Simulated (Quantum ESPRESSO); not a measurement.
Au:

```
Au
1.0
     0.00000    2.03500    2.03500
     2.03500    0.00000    2.03500
     2.03500    2.03500    0.00000
Au
1
Cartesian
  0.0000 0.0000 0.0000
```

| Item | Value |
| --- | --- |
| Program | Quantum ESPRESSO 7.5 |
| Task | Wannier functions |
| Functional | PBEsol |
| Potentials or basis | PseudoDojo 0.4 FR PBEsol standard |
| Cutoff | 1034 eV |
| Density cutoff | 4136 eV |
| k mesh | 8 × 8 × 8 |
| Occupations | fermi-dirac, width 0.05 eV |
| Spin | spin-orbit coupling, no magnetisation |
| Mixing beta | 0.5 |
| Most SCF iterations | 120 |
| SCF threshold | 2e-10 Ry |
| k mesh for the Wannier functions | 7 × 7 × 7 |
| Projections | Au spd |

Start: atomic projections with disentanglement, frozen window up to 3.0 eV over the reference level; the lowest 8 bands are left out. The reference level is the Fermi level, or the middle of the gap.

Problem. With atomic projections with disentanglement, how many functions result, how localised are they, and how well do they interpolate the bands?

Solution. 18 functions with spreads from 0.77 to 1.09 Å², 17.6 Å² in all; they miss the direct bands by 10 meV (root mean square).

Wannier functions:
| function | nearest atom | distance (Å) | spread (Å²) | on-site energy from the reference level (eV) |
| --- | --- | --- | --- | --- |
| 1 | 1 Au | 0.70 | 1.08 | 4.47 |
| 2 | 1 Au | 0.70 | 1.09 | 4.42 |
| 3 | 1 Au | 0.70 | 1.09 | 4.43 |
| 4 | 1 Au | 0.70 | 1.09 | 4.44 |
| 5 | 1 Au | 0.70 | 1.08 | 4.44 |
| 6 | 1 Au | 0.70 | 1.09 | 4.45 |
| 7 | 1 Au | 0.70 | 1.08 | 4.44 |
| 8 | 1 Au | 0.70 | 1.09 | 4.45 |
| 9 | 1 Au | 0.70 | 1.08 | 4.43 |
| 10 | 1 Au | 0.70 | 1.09 | 4.41 |
| 11 | 1 Au | 0.01 | 0.77 | -3.47 |
| 12 | 1 Au | 0.01 | 0.77 | -3.47 |
| 13 | 1 Au | 0.01 | 0.77 | -3.47 |
| 14 | 1 Au | 0.00 | 0.77 | -3.47 |
| 15 | 1 Au | 0.70 | 1.08 | 4.44 |
| 16 | 1 Au | 0.70 | 1.09 | 4.44 |
| 17 | 1 Au | 0.00 | 0.77 | -3.47 |
| 18 | 1 Au | 0.00 | 0.77 | -3.48 |

Parts of the spread (Å²): invariant 14.17, diagonal 0.006, off-diagonal 3.46, total 17.64. Against the direct bands the interpolation misses by 10 meV (root mean square) and 81 meV at most, for states up to 1 eV over the reference level.

Caveat: the k mesh is coarse.
